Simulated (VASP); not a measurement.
ZnS:

```xyz
2
Lattice="0.0000 2.7020 2.7020 2.7020 0.0000 2.7020 2.7020 2.7020 0.0000" Properties=species:S:1:pos:R:3 pbc="T T T"
Zn    1.3510    1.3510    1.3510
S     0.0000    0.0000    0.0000
```

* Program: VASP 6.6.1
* Task: relaxation of cell and atoms
* Functional: PBEsol
* Potentials or basis: VASP PAW PBE potentials, release 64 (Zn, S)
* Cutoff: 600 eV
* k mesh: 10 × 10 × 10
* Occupations: gaussian, width 0.03 eV
* Spin: no spin polarisation

At the start: pressure -1.7 GPa; volume 19.73 Å³/atom.

Problem. Where does the relaxation end?

Solution. Over 3 steps the energy falls by 2.7 meV/atom and the volume is 19.26 Å³/atom (-2.4 %); space group F-43m (No. 216, to 0.05 Å).

Step by step:
| step | energy change (eV) | largest force (eV/Å) | pressure (GPa) | volume (Å³) |
| --- | --- | --- | --- | --- |
| 1 | 0.0000 | 0.0000 | -1.73 | 39.45 |
| 2 | -0.0049 | 0.0000 | 0.60 | 38.25 |
| 3 | -0.0054 | 0.0000 | -0.03 | 38.51 |

Final structure:
```xyz
2
Lattice="0.0000 2.6803 2.6803 2.6803 0.0000 2.6803 2.6803 2.6803 0.0000" Properties=species:S:1:pos:R:3 pbc="T T T"
Zn    1.3402    1.3402    1.3402
S     0.0000    0.0000    0.0000
```

Caveat: the PAW data sets were made with another functional, which shifts forces and pressure a little.
